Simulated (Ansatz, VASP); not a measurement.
GaN: VASP beside Ansatz

```
CELL_PARAMETERS angstrom
0.00000 2.10852 2.15069
2.10852 0.00000 2.15069
2.10852 2.10852 0.00000
ATOMIC_POSITIONS crystal
Ga 0.00000 0.00000 0.00000
N 0.50000 0.50000 0.50000
```

Change from the starting cell: uniaxial_z strain +2.0%.

Alike in both runs: task single point; functional r2SCAN; k mesh 10 × 10 × 10; no spin polarisation.

|  | VASP | Ansatz |
| --- | --- | --- |
| version | VASP 6.6.1 | Ansatz 0.2.0 |
| potentials or method | VASP PAW PBE potentials, release 64 (Ga_d, N) | plane waves, PAW |
| plane-wave cutoff (eV) | 520 | 500 |
| occupations | gaussian, width 0.01 eV | fixed |
| valence electrons in the cell | 18 | 18 |

Ansatz gave:

| Item | Value |
| --- | --- |
| gap on the k mesh at the Fermi level (eV) | 0.96 |
| pressure (GPa) | -4.5 |
| largest component of the traceless stress (GPa) | 2.08 |

**Question.** Which values does VASP return?

**Answer.** gap on the k mesh at the Fermi level (eV): 0.94; pressure (GPa): -3.3; largest component of the traceless stress (GPa): 2.28.

Caveats: the PAW data sets were made with another functional, which shifts forces and pressure a little (VASP). A k mesh can miss the band edges.
